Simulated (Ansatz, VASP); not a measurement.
One calculation of HfN, two programs

```
Hf N
1.0
     0.00000    2.30010    2.30010
     2.30010    0.00000    2.30010
     2.30010    2.30010    0.00000
Hf N
1 1
Direct
  0.00000 0.00000 0.00000
  0.50000 0.50000 0.50000
```

Change from the starting cell: volume scaled by 1.06, crystal datasets.

Alike in both runs: task electric field gradients; functional PBE; k mesh 16 × 16 × 16; occupations fermi-dirac, width 0.05 eV; no spin polarisation.

|  | VASP | Ansatz |
| --- | --- | --- |
| version | VASP 6.6.1 | Ansatz 0.2.0 |
| potentials or method | VASP PAW PBE potentials, release 64 (Hf_pv, N), cutoff 520 eV | all-electron PAW with datasets made for the crystal, scalar-relativistic |

|  | VASP | Ansatz | Ansatz less VASP |
| --- | --- | --- | --- |
| pressure (GPa) | -10.6 | -8.4 | +2.28 |
| Vzz of the field gradient on the site that differs most (V/Å²) | 0.0 | 0.0 | 0.00 |

Ansatz ran all-electron here, so the differences hold the error of VASP's frozen core and of both bases. Ansatz warned: «gradients_without_spin_orbit».

Spin-orbit coupling is left out, which matters for the levels of Hf.
